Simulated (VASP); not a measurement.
Input of a VASP 6.6.1 run:

File INCAR:

```
PREC = Accurate
ENCUT = 600
EDIFF = 1E-7
ISMEAR = 0
SIGMA = 0.1
LREAL = False
LASPH = True
NELM = 100
ALGO = Normal
ISIF = 3
LWAVE = False
LCHARG = False
GGA = PS
IBRION = 2
NSW = 90
EDIFFG = -0.005
```

File KPOINTS:

```
Automatic mesh
0
Gamma
  21 21 10
```

Contents of POSCAR:

```
Ni
1.0
    2.4887455600      0.0000000000      0.0000000000
   -1.2443727800      2.1553168800      0.0000000000
    0.0000000000      0.0000000000      4.0641215000
Ni
2
Direct
    0.3333333300      0.6666666700      0.2500000000
    0.6666666700      0.3333333300      0.7500000000
```

Potentials or basis: VASP PAW PBE potentials, release 64 (Ni).

The run is started by

```sh
$ cat potpaw_PBE.64/Ni/POTCAR > POTCAR
$ mpirun -np 1 vasp_std > vasp.out
```

(1) Estimate the relaxed cell.

(2) Estimate the band gap on the k mesh.

Results:

(1) a = 2.438 Å, b = 2.438 Å, c = 4.025 Å, α = 90.00°, β = 90.00°, γ = 120.00°.

(2) none (metal or under the smearing width).

Caveat: the run has no spin polarisation, though such a crystal can be magnetic.
